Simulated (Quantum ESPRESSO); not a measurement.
A calculation with Quantum ESPRESSO 7.5 of Ge (ASE script, structure typed inline):

Contents of run.py:

```python
import numpy as np
from ase.calculators.espresso import Espresso, EspressoProfile
from ase import Atoms

atoms = Atoms(['Ge', 'Ge'],
              cell=[[-2.495898, 2.650863, 1.436947], [2.495898, -2.650863, 1.436947], [2.495898, 2.650863, -1.436947]],
              scaled_positions=[[0.314057, 0.064057, 0.25], [0.685943, 0.935943, 0.75]],
              pbc=True)

input_data = {
    'control': {'calculation': 'scf', 'prefix': 'pwscf', 'outdir': './tmp', 'tprnfor': True, 'tstress': True, 'disk_io': 'nowf'},
    'system': {'ecutwfc': 45.0, 'ecutrho': 360.0, 'nbnd': 21, 'occupations': 'smearing', 'smearing': 'fd', 'degauss': 0.00367493},
    'electrons': {'conv_thr': 4e-10, 'electron_maxstep': 120, 'mixing_beta': 0.5},
}
pseudopotentials = {'Ge': 'ge_pbesol_v1.4.uspp.F.UPF'}
profile = EspressoProfile(command='mpirun -n 2 pw.x -nk 2', pseudo_dir='pseudo')
dft = Espresso(profile=profile, input_data=input_data, pseudopotentials=pseudopotentials, kpts=(11, 11, 11), koffset=(0, 0, 0))
atoms.calc = dft

print(f'energy {atoms.get_potential_energy():.8f} eV')
print('forces (eV/A)')
print(np.round(atoms.get_forces(), 6))
print('stress (eV/A^3, Voigt)')
print(np.round(atoms.get_stress(), 8))
print(f'Fermi level {dft.get_fermi_level():.4f} eV')
```

Potentials or basis: GBRV 1.5 PBEsol.

Run with:

```sh
$ OMP_NUM_THREADS=1 python run.py
```

This isn't the form of Ge at room conditions, which is diamond.

**Question.** Write the same calculation in another form: native input, structure typed inline.

**Answer.** As run:

The input pw.in:

```
&CONTROL
  calculation = 'scf'
  prefix = 'pwscf'
  outdir = './tmp'
  pseudo_dir = './pseudo'
  tprnfor = .true.
  tstress = .true.
  disk_io = 'low'
/
&SYSTEM
  ibrav = 0
  celldm(1) = 8
  nat = 2
  ntyp = 1
  ecutwfc = 45
  ecutrho = 360
  nbnd = 21
  occupations = 'smearing'
  smearing = 'fd'
  degauss = 0.00367493
/
&ELECTRONS
  conv_thr = 4d-10
  electron_maxstep = 120
  mixing_beta = 0.5
/
ATOMIC_SPECIES
Ge    72.6300 ge_pbesol_v1.4.uspp.F.UPF
CELL_PARAMETERS alat
 -0.5895704568752   0.6261756329880   0.3394295357003
  0.5895704568752  -0.6261756329880   0.3394295357003
  0.5895704568752   0.6261756329880  -0.3394295357003
ATOMIC_POSITIONS crystal
Ge     0.3140570000    0.0640570000    0.2500000000
Ge     0.6859430000    0.9359430000    0.7500000000
K_POINTS automatic
11 11 11 0 0 0
```

Contents of pp_density.in:

```
&INPUTPP
  prefix = 'pwscf'
  outdir = './tmp'
  filplot = 'density.dat'
  plot_num = 0
/
&PLOT
  nfile = 1
  filepp(1) = 'density.dat'
  iflag = 3
  output_format = 6
  fileout = 'density.cube'
/
```

The input pp_potential.in:

```
&INPUTPP
  prefix = 'pwscf'
  outdir = './tmp'
  filplot = 'potential.dat'
  plot_num = 11
/
&PLOT
  nfile = 1
  filepp(1) = 'potential.dat'
  iflag = 3
  output_format = 6
  fileout = 'potential.cube'
/
```

Potentials or basis: GBRV 1.5 PBEsol.

Command:

```sh
$ OMP_NUM_THREADS=1 mpirun -n 2 pw.x -nk 2 -in pw.in > pw.out
$ OMP_NUM_THREADS=1 mpirun -n 1 pp.x -in pp_density.in > pp_density.out
$ OMP_NUM_THREADS=1 mpirun -n 1 pp.x -in pp_potential.in > pp_potential.out
```

Both were run:

|  | ASE script, structure typed inline | native input, structure typed inline |
| --- | --- | --- |
| Pressure | -2.7 GPa | -2.7 GPa |
| Largest force | 0.059 eV/Å | 0.059 eV/Å |
| Band gap on the k mesh | none (metal or under the smearing width) | none (metal or under the smearing width) |

Keys that steer only the numerical path or the files written may differ.
